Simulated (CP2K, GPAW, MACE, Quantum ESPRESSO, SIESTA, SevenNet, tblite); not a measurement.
# Hcp Mg, size series (64 atoms), the built cell with every atom moved at random

The starting structure: Hcp Mg (a = 3.209 Å, c = 5.211 Å), 4 x 4 x 2 conventional cells; every coordinate displaced by a Gaussian of 0.05 Å. Then every atom was moved at random, 0.03 Å r.m.s. a Cartesian component.

Calculated values (Quantum ESPRESSO 7.5, Kohn-Sham DFT, PBE, SSSP efficiency 1.3.0 pseudopotentials, plane waves; sssp-1.3.0-efficiency; 45/360 Ry; levels smeared at 580 K; Γ point) for the built cell with every atom moved at random.

Cell vectors (Å):

```
12.836 0.000 0.000
-6.418 11.116 0.000
0.000 0.000 10.422
```

Positions (Å):

```
1 Mg 6.370 11.057 0.078
2 Mg -0.055 1.802 2.589
3 Mg 6.431 11.067 5.244
4 Mg 0.074 1.753 7.920
5 Mg 11.167 2.812 0.055
6 Mg -1.614 4.639 2.538
7 Mg -1.578 2.765 5.084
8 Mg -1.553 4.547 7.662
9 Mg 9.644 5.494 10.320
10 Mg -3.307 7.312 2.596
11 Mg -3.195 5.589 5.227
12 Mg -3.183 7.339 7.893
13 Mg -4.717 8.341 0.099
14 Mg -4.815 10.154 2.625
15 Mg 7.974 8.303 5.317
16 Mg -4.748 10.192 7.818
17 Mg -3.247 11.103 10.392
18 Mg 3.121 1.845 2.563
19 Mg 3.315 0.057 5.251
20 Mg 3.188 1.939 7.879
21 Mg 1.553 2.751 10.383
22 Mg 1.630 4.572 2.654
23 Mg 1.543 2.660 5.198
24 Mg 1.572 4.618 7.734
25 Mg 0.022 5.587 10.356
26 Mg 0.004 7.414 2.657
27 Mg -0.049 5.592 5.147
28 Mg -0.014 7.281 7.830
29 Mg -1.651 8.275 10.395
30 Mg -1.575 10.203 2.681
31 Mg -1.570 8.336 5.158
32 Mg -1.566 10.185 7.766
33 Mg 0.066 11.083 0.093
34 Mg 6.429 1.848 2.644
35 Mg 0.040 11.040 5.221
36 Mg 6.414 1.880 7.711
37 Mg 4.789 2.736 0.027
38 Mg 4.745 4.571 2.712
39 Mg 4.761 2.753 5.090
40 Mg 4.775 4.567 7.675
41 Mg 3.211 5.554 10.362
42 Mg 3.176 7.479 2.543
43 Mg 3.191 5.483 5.201
44 Mg 3.141 7.408 7.793
45 Mg 1.619 8.335 0.072
46 Mg 1.557 10.176 2.556
47 Mg 1.674 8.282 5.192
48 Mg 1.738 10.098 7.861
49 Mg 3.182 11.051 0.028
50 Mg 9.522 1.933 2.641
51 Mg 9.696 0.050 5.172
52 Mg 9.634 1.868 7.763
53 Mg 8.075 2.711 10.376
54 Mg 8.026 4.673 2.601
55 Mg 8.129 2.870 5.272
56 Mg 8.074 4.704 7.916
57 Mg 6.477 5.430 0.050
58 Mg 6.397 7.355 2.516
59 Mg 6.520 5.603 5.203
60 Mg 6.375 7.374 7.793
61 Mg 4.763 8.319 0.142
62 Mg 4.881 10.162 2.523
63 Mg 4.804 8.387 5.264
64 Mg 4.775 10.191 7.784
```

Predict the forces.

Columns: atom, fx, fy, fz (forces in eV/Å).

```
1 0.107 0.040 -0.341
2 0.019 0.065 0.003
3 0.053 0.051 -0.094
4 -0.246 0.101 -0.214
5 0.151 -0.187 -0.218
6 0.061 0.040 0.011
7 0.067 0.024 0.247
8 -0.076 -0.016 0.220
9 0.064 0.069 0.288
10 0.260 0.227 0.093
11 0.066 0.010 -0.025
12 -0.004 0.211 -0.225
13 -0.283 -0.084 -0.381
14 0.102 0.003 0.162
15 0.185 0.136 -0.262
16 -0.090 -0.106 0.127
17 0.122 0.022 0.067
18 0.113 -0.152 -0.035
19 -0.220 -0.201 -0.043
20 0.116 -0.204 -0.189
21 0.046 0.133 0.211
22 -0.194 0.107 -0.249
23 0.035 0.168 0.126
24 0.054 -0.063 0.085
25 0.013 -0.139 0.183
26 -0.059 -0.036 -0.255
27 0.108 -0.170 0.069
28 0.012 0.324 -0.127
29 0.197 0.136 0.164
30 -0.172 -0.039 -0.230
31 -0.148 -0.004 0.233
32 0.042 -0.064 0.178
33 -0.214 0.054 -0.331
34 -0.042 0.042 -0.049
35 0.132 0.172 0.008
36 0.012 -0.067 0.198
37 0.083 -0.005 -0.087
38 0.221 0.212 -0.361
39 0.195 -0.009 0.341
40 0.121 0.163 0.259
41 0.012 -0.074 0.036
42 0.080 -0.277 0.366
43 0.041 0.187 -0.009
44 0.188 -0.182 0.177
45 -0.184 -0.101 -0.283
46 0.156 0.078 0.297
47 -0.109 0.106 0.049
48 -0.357 0.182 -0.044
49 0.118 0.189 -0.151
50 0.178 -0.223 -0.129
51 -0.133 -0.105 -0.063
52 0.087 -0.092 0.156
53 -0.192 0.029 0.054
54 -0.095 -0.204 0.006
55 -0.278 -0.112 -0.080
56 -0.146 -0.250 -0.286
57 -0.193 0.155 -0.162
58 -0.054 0.021 0.429
59 -0.291 -0.124 -0.047
60 -0.015 0.086 0.385
61 0.183 -0.101 -0.710
62 -0.217 0.074 0.493
63 0.015 -0.203 -0.337
64 0.200 -0.025 0.295
```

Only the Γ point is sampled, in a cell whose shortest periodic width is 10 Å, which is coarse for a cell with partly filled levels.

The r.m.s. force component is 0.178 eV/Å; the longest force, 0.740 eV/Å, acts on Mg61.

[Logs are printed without paths, hosts, clocks, repeated set-up lines and the standing remarks that a program may print on its own settings, such as how far it seeks lower states.]

[Hosts, paths, dates, database ids (printed as entryN), source tags and the programs' standing remarks are cut or masked in the printed files.]
